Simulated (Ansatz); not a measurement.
## RbBr (Pm-3m) under strain

A 2-atom cell of RbBr (Pm-3m) from a materials database, relaxed with r2SCAN in Ansatz 0.2.0. Space group Pm-3m (No. 221), cubic; conventional cell a = 4.124 Å, 35.08 Å³ an atom. Rb has 8 Br at 3.57 Å; Br has 8 Rb at 3.57 Å.

The axes x, y and z are those of this cell:
```
CELL_PARAMETERS angstrom
4.12425 0.00000 0.00000
0.00000 4.12425 0.00000
0.00000 0.00000 4.12425
ATOMIC_POSITIONS crystal
Rb 0.00000 0.00000 0.00000
Br 0.50000 0.50000 0.50000
```

Unstrained: With PBE the valence top lies at M and the conduction bottom at Γ, 4.087 eV higher; the smallest vertical gap, at Γ, is 4.240 eV. The r2SCAN gap is indirect, 4.834 eV (M to Γ), below the direct gap of 4.988 eV at Γ. With HSE06 the valence top lies at M and the conduction bottom at Γ, 5.268 eV higher; the smallest vertical gap, at Γ, is 5.432 eV. Meshes: PBE 6×6×6, r2SCAN 6×6×6, HSE06 4×4×4. Strains are changes of length per length, and xy shears are angles. After each strain the atoms were relaxed again with r2SCAN in this cell and within any symmetry left, so distortions that break it or need a larger cell weren't tested; points keep the names that they have in the unstrained zone. Spin-unpolarised throughout; all numbers are computed.

Changes of the least gap in eV (an overlap counts as a negative gap):

| strain | volume change (%) | space group | PBE | r2SCAN | HSE06 | G0W0@PBE (mesh) | energy rise, r2SCAN (meV/atom) |
| --- | --- | --- | --- | --- | --- | --- | --- |
| xy shear, engineering strain (angle) -5.76 % | -0.1 | Cmmm | +0.006 | +0.004 | +0.006 | 0.00 | 2.8 |
| uniaxial +5.13 % along y | +5.1 | P4/mmm | -0.264 | -0.289 | -0.284 | -0.26 | 9.6 |
| uniaxial -1.64 % along z | -1.6 | P4/mmm | +0.005 | +0.009 | +0.007 | 0.00 | 1.3 |
| isotropic -4.53 % on every length | -13.0 | Pm-3m | +0.542 | +0.606 | +0.588 | +0.51 | 43.9 |

Unstrained, G0W0@PBE with 292 empty bands, a screening cutoff of 150 eV and a 4×4×4 mesh gives 6.43 eV on its mesh; the band count follows the volume. G0W0 here is at a finite number of bands, screening cutoff and k mesh, not at the basis limit.

Xy shear, engineering strain (angle) -5.76 %. HSE06: the gap goes from 5.268 to 5.274 eV (+0.006 eV). Stress change with r2SCAN, compression positive: xx +0.09, yy +0.09, zz +0.11, xy +0.45 GPa.

Uniaxial +5.13 % along y, other directions held. HSE06: the gap goes from 5.268 to 4.984 eV (-0.284 eV). Stress change with r2SCAN, compression positive: xx -0.28, yy -1.74, zz -0.28 GPa.

Uniaxial -1.64 % along z, other directions held. HSE06: the gap goes from 5.268 to 5.275 eV (+0.007 eV). Stress change with r2SCAN, compression positive: xx +0.13, yy +0.13, zz +0.65 GPa.

Isotropic -4.53 % on every length. HSE06: the gap goes from 5.268 to 5.856 eV (+0.588 eV). Stress change with r2SCAN, compression positive: xx +3.44, yy +3.44, zz +3.44 GPa. For HSE06, dE_g/d ln V = -4.2 eV over this step.

The runs are scalar-relativistic, without spin-orbit coupling.

The meshes of the hybrids are coarse, so their gaps aren't converged to the digits shown.
